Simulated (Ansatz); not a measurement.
Reactions of `CO[Si](C)(O)F`.

Gas-phase electronic energies from Ansatz, PBE0-D4/def2-TZVP geometries. CCSD(T)/CBS is the MP2 limit (def2-TZVPP, def2-QZVPP) plus CCSD(T) − MP2 in def2-TZVPP, frozen cores. This one scheme is used for every species. DFT in def2-TZVPP. B3LYP here is the variant with VWN-RPA as its local correlation; programs differ in this. def2 core potentials past Kr. For In, Ti outer-core shells are correlated without core-valence functions, which leaves a few kJ/mol of doubt a bond. Scalar relativity is left out up to krypton. Each species was taken in one conformer, which may not be the lowest.

| reaction | PBE0-D4 (kJ/mol) | B3LYP-D4 (kJ/mol) | B2PLYP (kJ/mol) | CCSD(T)/CBS(def2) (kJ/mol) |
| --- | --- | --- | --- | --- |
| `CO[Si](C)(O)F` + `[OH][Ti]([Cl])([Cl])[Cl]` → `C[O][Ti]([Cl])([Cl])[Cl]` + `C[Si](O)(O)F` | -27 | -27 | -32 | -29 |
| `CO[Si](C)(O)F` + `[OH][In]([Cl])[Cl]` → `C[O][In]([Cl])[Cl]` + `CO[SiH](O)F` | 117 | 111 | 111 | 115 |
| `CO[Si](C)(O)F` + `F[SiH2]C[SiH3]` → `C[SiH2]C[SiH2]F` + `CO[SiH](O)F` | 10 | 10 | 9 | 8 |
| `CO[Si](C)(O)F` + `CNC(C)=O` → `CC(=O)N(C)C` + `C[Si](O)(O)F` | -27 | -21 | -23 | -29 |

Largest T1 diagnostic: 0.024, for `[OH][Ti]([Cl])([Cl])[Cl]`.
